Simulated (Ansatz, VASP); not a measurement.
Given: the input of a run of Ansatz 0.2.0 on KCl.

The input input.yaml:

```yaml
crystal:
  lattice:
    - [3.9144934694, 0.0, 0.0]
    - [0.0, 3.9144934694, 0.0]
    - [0.0, 0.0, 3.9144934694]
  atoms:
    - { symbol: K, position: [0.0, 0.0, 0.0] }
    - { symbol: Cl, position: [0.5, 0.5, 0.5] }
hamiltonian:
  xc: pbe
  pseudopotentials: { kind: paw }
kpoints:
  mp_grid: { grid: [7, 7, 7] }
scf:
  occupations: { method: fermi_dirac, width: 0.05 }
output:
  forces: true
  stress: true
  eigenvalues: true
```

Potentials or basis: Ansatz PAW.

Launch:

```bash
$ ansatz run input.yaml --threads 2 --pin off --max-ram 5120MiB --backend cpu --events-out ev --progress --plain --runs-dir out
```

Set up the same calculation for VASP 6.6.1. Potentials there: VASP PAW PBE potentials, release 64 (K_sv, Cl).

As run (the cutoff follows the program's own potentials):

INCAR

```
SYSTEM = KCl
ALGO = Normal ; EDIFF = 1E-7
ENCUT = 520 ; GGA = PE
ISIF = 2 ; ISMEAR = -1
LASPH = .TRUE. ; LCHARG = .FALSE.
LREAL = .FALSE. ; LWAVE = .FALSE.
NBANDS = 15 ; NELM = 60
PREC = Accurate ; SIGMA = 0.05
```

File KPOINTS:

```
k-points
0
G
  7 7 7
  0 0 0
```

The input POSCAR:

```
KCl
1.0
    3.9144934694      0.0000000000      0.0000000000
    0.0000000000      3.9144934694      0.0000000000
    0.0000000000      0.0000000000      3.9144934694
K Cl
1 1
Direct
    0.0000000000      0.0000000000      0.0000000000
    0.5000000000      0.5000000000      0.5000000000
```

Potentials or basis: VASP PAW PBE potentials, release 64 (K_sv, Cl).

The run is started by

```sh
$ cat potpaw_PBE.64/K_sv/POTCAR potpaw_PBE.64/Cl/POTCAR > POTCAR
$ mpirun -np 1 vasp_std > vasp.out
```

Both were run:

|  | VASP | Ansatz | Ansatz less VASP |
| --- | --- | --- | --- |
| gap on the k mesh at the Fermi level (eV) | 4.58 | 4.58 | 0.000 |
| least direct gap on the mesh (eV) | 4.76 | 4.76 | 0.000 |
| pressure (GPa) | -1.0 | -1.0 | 0.00 |

Caveats: an odd mesh through Γ misses points on the zone boundary, where band edges often lie (VASP); odd divisions of the mesh miss points on the zone boundary, where band edges often lie, so the gap on the mesh can be too wide (Ansatz).
